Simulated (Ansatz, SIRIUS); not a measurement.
Given: the input of a run of SIRIUS 7.12.0 on HfN. 

File sirius.json:

```json
{
  "control": {
    "processing_unit": "cpu",
    "verbosity": 2,
    "num_bands_to_print": 16,
    "print_forces": true,
    "print_stress": true
  },
  "parameters": {
    "electronic_structure_method": "pseudopotential",
    "xc_functionals": ["XC_GGA_X_PBE_SOL", "XC_GGA_C_PBE_SOL"],
    "gk_cutoff": 9.2,
    "pw_cutoff": 18.4,
    "ngridk": [10, 10, 10],
    "shiftk": [0, 0, 0],
    "smearing": "fermi_dirac",
    "smearing_width": 0.0018374661,
    "num_bands": 16,
    "num_mag_dims": 0,
    "num_dft_iter": 100,
    "energy_tol": 1e-08,
    "density_tol": 1e-06
  },
  "iterative_solver": {
    "type": "davidson",
    "min_tolerance": 1e-10
  },
  "mixer": {
    "type": "anderson",
    "beta": 0.7,
    "max_history": 8
  },
  "settings": {
    "tol_ne": 1e-10,
    "pseudo_grid_cutoff": 6.5
  },
  "unit_cell": {
    "lattice_vectors": [
      [0.0, 0.707106781187, 0.707106781187],
      [0.707106781187, 0.0, 0.707106781187],
      [0.707106781187, 0.707106781187, 0.0]
    ],
    "lattice_vectors_scale": 6.0291065658,
    "atom_coordinate_units": "lattice",
    "atom_types": ["Hf", "N"],
    "atom_files": {
      "N": "N.json",
      "Hf": "Hf.json"
    },
    "atoms": {
      "Hf": [
        [0.0, 0.0, 0.0]
      ],
      "N": [
        [0.5, 0.5, 0.5]
      ]
    }
  }
}
```

Potentials or basis: PseudoDojo 0.4.1 PBEsol standard (scalar relativistic).

Command:

```sh
$ upf_to_json N.upf
$ upf_to_json Hf.upf
$ OMP_NUM_THREADS=1 sirius.scf --input=sirius.json --output=out.json --task=0
```

Task: Translate it to Ansatz 0.2.0. Potentials or basis there: all-electron LAPW, scalar-relativistic.

Result: As run (cutoffs and basis follow the program's own potentials, and thresholds, step limits or extra output files can differ):

input.yaml

```yaml
crystal:
  lattice:
    - [0.0, 2.256, 2.256]
    - [2.256, 0.0, 2.256]
    - [2.256, 2.256, 0.0]
  atoms:
    - { symbol: Hf, position: [0.0, 0.0, 0.0] }
    - { symbol: "N", position: [0.5, 0.5, 0.5] }
kpoints:
  mp_grid: { grid: [10, 10, 10] }
scf:
  occupations: { method: fermi_dirac, width: 0.05 }
hamiltonian:
  xc: pbesol
  pseudopotentials: { kind: all_electron, lapw: { basis_error: 0.001 } }
output:
  forces: true
  stress: true
  eigenvalues: true
  populations: true
```

Potentials or basis: all-electron LAPW, scalar-relativistic.

Launch:

```console
$ ansatz run input.yaml --threads 1 --pin off --max-ram 3072MiB --backend cpu --events-out ev --progress --plain --runs-dir out
```

Both were run:

|  | SIRIUS | Ansatz |
| --- | --- | --- |
| Pressure | -2.8 GPa | -1.9 GPa |

Where Ansatz's input types no cutoff or centring, it takes its own default and a Γ-centred mesh.

Pressure is positive in compression.
